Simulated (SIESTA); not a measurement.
The system is SnO.

```
CELL_PARAMETERS angstrom
3.81370 0.00000 0.00000
0.00000 3.81370 0.00000
0.00000 0.00000 4.88691
ATOMIC_POSITIONS crystal
Sn 0.50000 0.00000 0.76463
Sn 0.00000 0.50000 0.23537
O 0.00000 0.00000 0.00000
O 0.50000 0.50000 0.00000
```

The cell is a database's computed one.

| Property | Result |
| --- | --- |
| Program | SIESTA 5.4.2 |
| Task | relaxation of cell and atoms |
| Functional | PBE |
| Potentials or basis | PseudoDojo 0.4 standard (PBE files) |
| Basis | DZP (energy shift 0.01 Ry) |
| Grid cutoff | 800 Ry |
| Energy shift | 0.01 Ry |
| k mesh | 7 × 7 × 6 |
| Occupations | fermi-dirac, width 0.05 eV |
| Spin | no spin polarisation |

At the start: pressure 5.2 GPa; volume 17.77 Å³/atom.

Problem. How do energy, volume and symmetry change on relaxing?

Solution. Over 8 steps the energy falls by 15.4 meV/atom and the volume is 18.54 Å³/atom (+4.4 %); space group P4/nmm (No. 129, to 0.05 Å).

The path:
| step | energy change (eV) | largest force (eV/Å) | pressure (GPa) | volume (Å³) |
| --- | --- | --- | --- | --- |
| 1 | 0.0000 | 0.8039 | 5.17 | 71.08 |
| 2 | -0.0272 | 0.4843 | 3.74 | 71.51 |
| 3 | -0.0499 | 0.1114 | 0.96 | 72.49 |
| 4 | -0.0514 | 0.1331 | 0.75 | 72.65 |
| 5 | -0.0591 | 0.1451 | -0.13 | 73.72 |
| 6 | -0.0612 | 0.0704 | -0.25 | 74.17 |
| 7 | -0.0615 | 0.0126 | -0.13 | 74.22 |
| 8 | -0.0615 | 0.0041 | -0.05 | 74.17 |

Final structure:
```cif
data_structure
_symmetry_space_group_name_H-M 'P 1'
_symmetry_Int_Tables_number 1
_cell_length_a 3.8907
_cell_length_b 3.8907
_cell_length_c 4.9000
_cell_angle_alpha 90.000
_cell_angle_beta 90.000
_cell_angle_gamma 90.000
_cell_volume 74.17
loop_
_atom_site_label
_atom_site_type_symbol
_atom_site_fract_x
_atom_site_fract_y
_atom_site_fract_z
_atom_site_occupancy
Sn1 Sn 0.50000 0.00000 0.76196 1
Sn2 Sn 0.00000 0.50000 0.23803 1
O1 O 0.00000 0.00000 0.00000 1
O2 O 0.50000 0.50000 0.00000 1
```

Caveat: semicore shells carry a single zeta, which can move pressures by several GPa and volumes by a few percent; the basis of atomic orbitals isn't converged, which shifts pressures, moduli and gaps.
